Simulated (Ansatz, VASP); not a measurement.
## Two plane-wave programs on ZrC

```
Zr C
1.0
     0.00000    2.28153    2.28153
     2.28153    0.00000    2.28153
     2.28153    2.28153    0.00000
Zr C
1 1
Direct
  0.50000 0.50000 0.50000
  0.00000 0.00000 0.00000
```

Alike in both runs: task single point; functional PBE; k mesh 16 × 16 × 16; occupations gaussian, width 0.1 eV; no spin polarisation.

|  | VASP | Ansatz |
| --- | --- | --- |
| version | VASP 6.6.1 | Ansatz 0.2.0 |
| potentials or method | VASP PAW PBE potentials, release 64 (Zr_sv, C) | scalar-relativistic, plane waves, PAW |
| plane-wave cutoff (eV) | 520 | 420 |
| valence electrons in the cell | 16 | 16 |

VASP gave:

| Property | Result |
| --- | --- |
| gap on the k mesh at the Fermi level (eV) | none |
| pressure (GPa) | 25.6 |

**Question.** Which values does Ansatz return?

**Answer.** gap on the k mesh at the Fermi level (eV): none; pressure (GPa): 25.3.

A gap of «none» marks a metal or a gap that the smearing closes.

Caveats: so large a pressure means that the cell lies far from this level's equilibrium, or that cutoff or potentials fall short (VASP).
